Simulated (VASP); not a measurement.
# MgS: equation of state with r2SCAN

MgS:

```
S Mg
1.0
     0.00000    2.82692    2.82692
     2.82692    0.00000    2.82692
     2.82692    2.82692    0.00000
S Mg
1 1
Direct
  0.25000 0.25000 0.25000
  0.00000 0.00000 0.00000
```

The cell comes from a database or a generator and needn't be the stable form of this composition.

```yaml
Program: VASP 6.6.1
Task: equation of state
Functional: r2SCAN
Potentials_or_basis: VASP PAW PBE potentials, release 64 (S, Mg)
Cutoff: 520 eV
k_mesh: 8 × 8 × 8
Occupations: gaussian, width 0.02 eV
Spin: no spin polarisation
Ladder: gaps
Further_INCAR_settings: ALGO = Normal; EDIFF = 1e-06
```

| Quantity | Value |
| --- | --- |
| Equilibrium volume | 22.59 Å³/atom |
| Bulk modulus | 61 GPa |
| Pressure derivative of the bulk modulus | 4.2 (rough: it moves with the points fitted) |

Energy against volume, from the lowest point:
```
volume (Å³/atom)  energy (meV/atom)
          21.688               7.37
          22.140               1.78
          22.591               0.00
          23.043               1.66
          23.495               6.42
```

All runs of the series together: 7.1 min on 1 thread of Intel(R) Xeon(R) Platinum 8375C CPU @ 2.90GHz (Ice Lake), on a shared host.

Caveat: the PAW data sets were made with another functional, which shifts forces and pressure a little.
